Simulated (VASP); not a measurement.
Set up this calculation in VASP 6.6.1, as the native input.

| Item | Value |
| --- | --- |
| Task | band structure |
| Functional | PBE |
| Potentials or basis | VASP PAW PBE potentials, release 64 (Hg, Te) |
| Cutoff | 520 eV |
| k mesh | 10 × 10 × 10 |
| Occupations | gaussian, width 0.03 eV |
| Spin | spin-orbit coupling, no magnetisation |
| Further INCAR settings | ALGO = Normal; EDIFF = 1e-06 |

The structure of HgTe (Coloradoite) lies in POSCAR:

```
HgTe                                    
1.0
    0.0000000000      3.2580088205      3.2580088205
    3.2580088205      0.0000000000      3.2580088205
    3.2580088205      3.2580088205      0.0000000000
  Hg              Te            
     1     1
Direct
     0.0000000000000000    0.0000000000000000    0.0000000000000000
     0.2500000000000000    0.2500000000000000    0.2500000000000000
```

One way to write it, as run:

INCAR

```
SYSTEM = HgTe
  PREC = Accurate
  ENCUT = 520
  EDIFF = 1E-6
  ISMEAR = 0
  SIGMA = 0.03
  LREAL = .FALSE.
  LASPH = .TRUE.
  NELM = 80
  ALGO = Normal
  ISIF = 2
  LWAVE = .FALSE.
  LCHARG = .FALSE.
  LNONCOLLINEAR = .TRUE.
  MAGMOM = 0 0 0 0 0 0
  LORBIT = 11
  LSORBIT = .TRUE.
  GGA_COMPAT = .FALSE.
  GGA = PE
  KPAR = 4
```

KPOINTS

```
Automatic mesh
0
G
  10 10 10
  0 0 0
```

KPOINTS_OPT

```
explicit points
302
Reciprocal
 0.0000000000  0.0000000000  0.0000000000 1
 0.0263157895  0.0000000000  0.0263157895 1
 0.0526315789  0.0000000000  0.0526315789 1
 0.0789473684  0.0000000000  0.0789473684 1
 0.1052631579  0.0000000000  0.1052631579 1
 0.1315789474  0.0000000000  0.1315789474 1
[... 294 lines left out ...]
 0.5126615400  0.0253230800  0.5126615400 1
 0.4873384600 -0.0253230800  0.4873384600 1
```

Potentials or basis: VASP PAW PBE potentials, release 64 (Hg, Te).

The run is started by

```console
$ cat potpaw_PBE.64/Hg/POTCAR potpaw_PBE.64/Te/POTCAR > POTCAR
$ mpirun -np 4 vasp_ncl > vasp.out
```

It gave:

```yaml
Pressure: 2.3 GPa
Valence_electrons_inside_the_program's_atomic_spheres: Hg 10.52; Te 3.37
```

It took 4.6 min on 4 MPI ranks on Intel(R) Xeon(R) Platinum 8488C (Sapphire Rapids), with other jobs on the host, peak memory 0.59 GiB a rank.
